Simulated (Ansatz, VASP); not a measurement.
## BN: VASP beside Ansatz

Contents of INCAR:

```
SYSTEM = BN
PREC     = Accurate       ! precision mode
ENCUT    = 520            ! plane-wave cutoff, eV
EDIFF    = 1E-6           ! SCF threshold, eV
ISMEAR   = 0              ! smearing method
SIGMA    = 0.02           ! smearing width, eV
LREAL    = .False.        ! projectors in reciprocal space
LASPH    = .True.         ! aspherical terms in the spheres
NELM     = 80             ! most SCF steps
ALGO     = Normal         ! electronic algorithm
ISIF     = 2              ! what is computed and relaxed
LWAVE    = .False.        ! write WAVECAR
LCHARG   = .False.        ! write CHGCAR
GGA      = PE             ! functional
NBANDS   = 11             ! bands
```

The input KPOINTS:

```
regular mesh
0
Gamma
  12 12 12
  0 0 0
```

POSCAR

```
BN
1.0
    0.0000000000      1.7838298139      1.7838298139
    1.7838298139      0.0000000000      1.7838298139
    1.7838298139      1.7838298139      0.0000000000
B N
1 1
Direct
    0.0000000000      0.0000000000      0.0000000000
    0.7500000000      0.7500000000      0.7500000000
```

Input for Ansatz:

```yaml
crystal:
  lattice:
    - [0.0, 1.7838298139, 1.7838298139]
    - [1.7838298139, 0.0, 1.7838298139]
    - [1.7838298139, 1.7838298139, 0.0]
  atoms:
    - { symbol: B, position: [0.0, 0.0, 0.0] }
    - { symbol: "N", position: [0.75, 0.75, 0.75] }
basis:
  ecutwfc: 420
kpoints:
  mp_grid: { grid: [12, 12, 12] }
hamiltonian:
  xc: pbe
scf:
  occupations: { method: gaussian, width: 0.02 }
output:
  forces: true
  stress: true
  eigenvalues: true
```

Alike in both runs: task single point; functional PBE; k mesh 12 × 12 × 12; occupations gaussian, width 0.02 eV; no spin polarisation.

```csv
,VASP,Ansatz
version,VASP 6.6.1,Ansatz 0.2.0
potentials or method,"VASP PAW PBE potentials, release 64 (B, N)","scalar-relativistic, plane waves, PAW"
plane-wave cutoff (eV),520,420
valence electrons in the cell,8,8
```

|  | VASP | Ansatz | Ansatz less VASP |
| --- | --- | --- | --- |
| gap on the k mesh at the Fermi level (eV) | 4.50 | 4.51 | +0.011 |
| least direct gap on the mesh (eV) | 9.01 | 9.02 | +0.010 |
| pressure (GPa) | 19.7 | 19.3 | -0.40 |

The functional is the same, so the differences come from potentials, cutoffs and numerics.

Caveats: so large a pressure means that the cell lies far from this level's equilibrium, or that cutoff or potentials fall short (VASP). A k mesh can miss the band edges.
